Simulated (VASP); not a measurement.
The system is SnS.

```
CELL_PARAMETERS angstrom
11.20000 0.00000 0.00000
0.00000 3.98700 0.00000
0.00000 0.00000 4.33400
ATOMIC_POSITIONS crystal
Sn 0.11940 0.25000 0.11980
Sn 0.38060 0.75000 0.61980
Sn 0.61940 0.25000 0.38020
Sn 0.88060 0.75000 0.88020
S 0.85080 0.25000 0.47930
S 0.64920 0.75000 0.97930
S 0.35080 0.25000 0.02070
S 0.14920 0.75000 0.52070
```

```yaml
Program: VASP 6.6.1
Task: relaxation of cell and atoms
Functional: PBE
Potentials_or_basis: VASP PAW PBE potentials, release 64 (Sn, S)
Cutoff: 300 eV
k_mesh: 2 × 4 × 3
Occupations: gaussian, width 0.03 eV
Spin: no spin polarisation
```

At the start: pressure 2.0 GPa; volume 24.19 Å³/atom.

Problem. How do energy, volume and symmetry change on relaxing?

Solution. Over 16 steps the energy falls by 6.1 meV/atom and the volume is 25.04 Å³/atom (+3.5 %); space group Pnma (No. 62, to 0.05 Å).

Step by step:
```csv
step,energy change (eV),largest force (eV/Å),pressure (GPa),volume (Å³)
1,0.0000,0.2098,1.99,193.53
2,-0.0324,0.2065,-0.85,202.08
3,-0.0412,0.0981,0.00,199.28
4,-0.0435,0.0797,0.02,199.46
5,-0.0451,0.0619,0.07,199.74
6,-0.0467,0.0430,0.02,200.22
7,-0.0474,0.0180,-0.06,200.85
8,-0.0481,0.0202,0.02,200.78
9,-0.0483,0.0278,0.08,200.72
10,-0.0486,0.0173,-0.11,201.29
11,-0.0486,0.0162,-0.06,201.13
12,-0.0489,0.0095,-0.02,200.91
13,-0.0490,0.0066,0.01,200.66
14,-0.0491,0.0036,-0.02,200.67
15,-0.0491,0.0071,-0.05,200.68
16,-0.0492,0.0056,0.03,200.33
```

Final structure:
```
CELL_PARAMETERS angstrom
11.45209 0.00000 0.00000
0.00000 4.03472 0.00000
0.00000 0.00000 4.33562
ATOMIC_POSITIONS crystal
Sn 0.12242 0.25000 0.11801
Sn 0.37758 0.75000 0.61801
Sn 0.62242 0.25000 0.38199
Sn 0.87758 0.75000 0.88199
S 0.85234 0.25000 0.47565
S 0.64766 0.75000 0.97565
S 0.35234 0.25000 0.02435
S 0.14766 0.75000 0.52435
```

Caveat: the k mesh is coarse (spacing up to 0.48 Å⁻¹), so the values aren't converged; the cutoff is under 1.25 times the usual one of these potentials, so pressure, stress and relaxed cells hold a basis-set (Pulay) error.
